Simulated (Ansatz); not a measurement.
System: spinel MgAl2O4. Method: PBE (Ansatz, an electronic-structure program, plane waves, PAW).

Run with plane-wave cutoff 520 eV, 8×8×8 k mesh, Fermi–Dirac smearing 0.01 eV, scalar-relativistic PAW data made under PBE.

On both sides of the equilibrium volume: at 9.539 Å³/atom the pressure is 3.82 GPa and the direct gap at Γ 5.327 eV; at 9.928 Å³/atom they are -3.43 GPa and 4.953 eV. The fitted bulk modulus is 181 GPa.

### Question
Work out the volume deformation potential of this gap and its pressure coefficient, in two ways.

### Answer
a_V = dE_g/d ln V = (4.953 − 5.327)/ln(9.928/9.539) = -9.36 eV. Since dP = −B d ln V, dE_g/dP = −a_V/B = 52 meV/GPa. Straight from the pressures: (5.327 − 4.953)/(3.82 − (-3.43)) = 52 meV/GPa. At this level and over this range the gap at Γ widens under pressure.

Note: the bulk modulus comes from volumes at which shape and atoms were relaxed.
